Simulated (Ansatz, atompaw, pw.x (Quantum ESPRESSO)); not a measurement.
**aluminium (Al) (bcc): variants of one PAW (atompaw) potential in the solid**

```json
{
  "Element": "Al",
  "Generator": "atompaw 4.2.0.5",
  "Type": "PAW",
  "Functional": "PBE",
  "Relativity": "scalar-relativistic",
  "Frozen core": "[Ne]",
  "Valence charge": "3",
  "Reference configuration": "3s1.5 3p1.5",
  "Partial waves": "3s (bound): rc 2.50 bohr; 3s channel at 0.25 Ry: rc 2.50 bohr; 3p (bound): rc 2.00 bohr; 3p channel at 1.65 Ry: rc 2.50 bohr; 3d channel at 0.2 Ry: rc 2.50 bohr; 3d channel at 1.15 Ry: rc 2.50 bohr",
  "Local potential": "troulliermartins scheme with l = 3 at 0.5 Ry, radius 2.05 bohr",
  "Core correction": "smooth core density matched at 1.80 bohr",
  "Augmentation charge": "besselshape compensation charge, radius 2.50 bohr; PAW radius 2.50 bohr; waves and projectors: custom polynom2 7 10 vanderbiltortho"
}
```

Crystal test: bcc Al in pw.x 7.5, no spin, 14³ k-points, Fermi–Dirac smearing 0.01 Ry, cutoffs set for each file from its atomic test. The reference is all-electron LAPW (Ansatz 0.2.0) with the same functional, mesh and smearing; V0 and B0 come from Birch–Murnaghan fits to the pressures at five volumes. Errors are pseudo minus all-electron; Δ is the rms difference of the E(V) curves that follow from these fits, minima aligned, over ±6 % about the mean V0. Mesh and smearing are coarse, so the numbers serve the comparison and aren't converged zero-temperature values; the lattice is a test structure that the element need not adopt.

All-electron: a0 = 3.237 Å (V0 = 16.96 Å³/atom), B0 = 68.4 GPa.

```csv
change,cutoffs (Ry),pw.x,a0 (Å),a0 error (%),B0 error (%),Δ (meV/atom),mean pressure error (GPa)
base,40/400,converged,3.235,-0.06,+1.0,0.4,-0.11
"local potential troulliermartins scheme with l = 3 at 0.5 Ry, radius 1.14 bohr",40/400,converged,3.231,-0.20,+1.9,1.5,-0.41
"local potential troulliermartins scheme with l = 3 at 0.5 Ry, radius 1.40 bohr",40/400,converged,3.233,-0.15,+1.7,1.1,-0.30
"local potential troulliermartins scheme with l = 3 at 0.5 Ry, radius 1.82 bohr",40/400,converged,3.234,-0.09,+1.3,0.7,-0.18
"local potential troulliermartins scheme with l = 3 at 0.5 Ry, radius 2.04 bohr",40/400,converged,3.235,-0.06,+1.1,0.4,-0.11
"local potential troulliermartins scheme with l = 3 at 0.5 Ry, radius 2.38 bohr",40/400,converged,3.237,-0.02,+0.8,0.1,-0.03
```
